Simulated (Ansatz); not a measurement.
I need a charge-density difference against the sublattices of MgB2, space group P6/mmm. Use Ansatz 0.2.0 through its Python package. Use (first run): PBEsol, PAW, cutoff 460 eV, 11×11×8 k-points, Fermi-Dirac smearing of 0.05 eV.

```
Mg B
1.0
     3.08500    0.00000    0.00000
    -1.54250    2.67169    0.00000
     0.00000    0.00000    3.52300
Mg B
1 2
Direct
  0.00000 0.00000 0.00000
  0.33333 0.66667 0.50000
  0.66667 0.33333 0.50000
```

`mgb2_drho.py`
```python
import argparse

import ansatz as az
import numpy as np

parser = argparse.ArgumentParser(description="Density of MgB2 less that of its sublattices.")
parser.add_argument("--sigma", type=float, required=True, help="smearing width (eV)")
parser.add_argument("--functional", required=True, help="exchange-correlation functional")
parser.add_argument("--cutoff", type=float, required=True, help="basis")
parser.add_argument("--kgrid", type=int, nargs=3, required=True, help="k-point sampling")
args = parser.parse_args()

vectors0 = np.array([
    [3.085, 0.0, 0.0],
    [-1.5425, 2.671688, 0.0],
    [0.0, 0.0, 3.523],
])
sites = [
    ("Mg", (0.0, 0.0, 0.0)),
    ("B", (1 / 3, 2 / 3, 0.5)),
    ("B", (2 / 3, 1 / 3, 0.5)),
]


def on_lattice(cell):
    crystal = az.Crystal(lattice=az.Lattice.of(cell))
    for symbol, position in sites:
        crystal = crystal.atom(symbol, position)
    return crystal

def solve(crystal):
    return (
        crystal.calculation()
        .occupations(az.OccupationsMethod.FERMI_DIRAC, width=args.sigma)
        .functional(args.functional)
        .basis(args.cutoff, grid_basis="typed")
        .kpoints(*args.kgrid)
        .density()
        .run(threads=1)
    )


whole = solve(on_lattice(vectors0))
difference = whole.density().channels[0].density_e_per_ang3.copy()
binding = whole.report["free_energy_ev"]
for element in ["Mg", "B"]:
    part = az.Crystal(lattice=az.Lattice.of(vectors0))
    for symbol, position in sites:
        if symbol == element:
            part = part.atom(symbol, position)
    alone = solve(part)
    difference -= alone.density().channels[0].density_e_per_ang3
    binding -= alone.report["free_energy_ev"]
    print(f"{element} sublattice: {alone.report['n_electrons']:g} electrons, {alone.report['n_iterations']} iterations")

voxel = abs(np.linalg.det(vectors0)) / difference.size
print(f"energy of the crystal less its unpolarised sublattices: {binding / len(sites):.4f} eV/atom")
print(f"net charge of the difference {difference.sum() * voxel:.5f} e, charge moved {0.5 * np.abs(difference).sum() * voxel:.3f} e")
print(f"extremes {difference.min():.4f} and {difference.max():.4f} e/A^3")
for (symbol, position) in sites:
    index = tuple(int(round(p * n)) % n for p, n in zip(position, difference.shape))
    print(f"  change of the pseudo-density at the grid point nearest {symbol}: {difference[index]:+.4f} e/A^3")
profile = difference.mean(axis=(0, 1))
print("planar mean along the third vector:", np.round(profile[:: max(len(profile) // 12, 1)], 4))
```

```console
$ python mgb2_drho.py --sigma 0.05 --functional pbesol --cutoff 460.0 --kgrid 11 11 8
Mg sublattice: 10 electrons, 6 iterations
B sublattice: 6 electrons, 6 iterations
energy of the crystal less its unpolarised sublattices: -1.2141 eV/atom
net charge of the difference -0.00000 e, charge moved 0.335 e
extremes -0.0563 and 0.1147 e/A^3
  change of the pseudo-density at the grid point nearest Mg: -0.0234 e/A^3
  change of the pseudo-density at the grid point nearest B: -0.0406 e/A^3
  change of the pseudo-density at the grid point nearest B: -0.0406 e/A^3
planar mean along the third vector: [-0.0326 -0.0235  0.0007  0.0249  0.0314  0.0061 -0.0327 -0.0161  0.0232
  0.0313  0.0139 -0.0126 -0.0303]
```

Caveats:
- The mesh is modest for a metal, so energies can be off by several to tens of meV an atom and pressures by half a GPa or more; differences at equal mesh fare better.
- Grid values close to the nuclei reflect the PAW or pseudopotential construction, not the all-electron fields.
- The starting cell is as deposited in a crystallographic database; the results hold for this polymorph, which needn't be the stable one.
- Charge moved counts every rearrangement, bonding and polarisation too, and is no transfer between atoms; the bare sublattices are artificial references. Values near the nuclei depend on the potentials.
- Timing: 3.9 s on 1 thread of Arm Neoverse V1, on a shared host, peak memory 0.36 GiB.

(A comment or docstring line of the script was reworded after the run, the code is as it ran.)
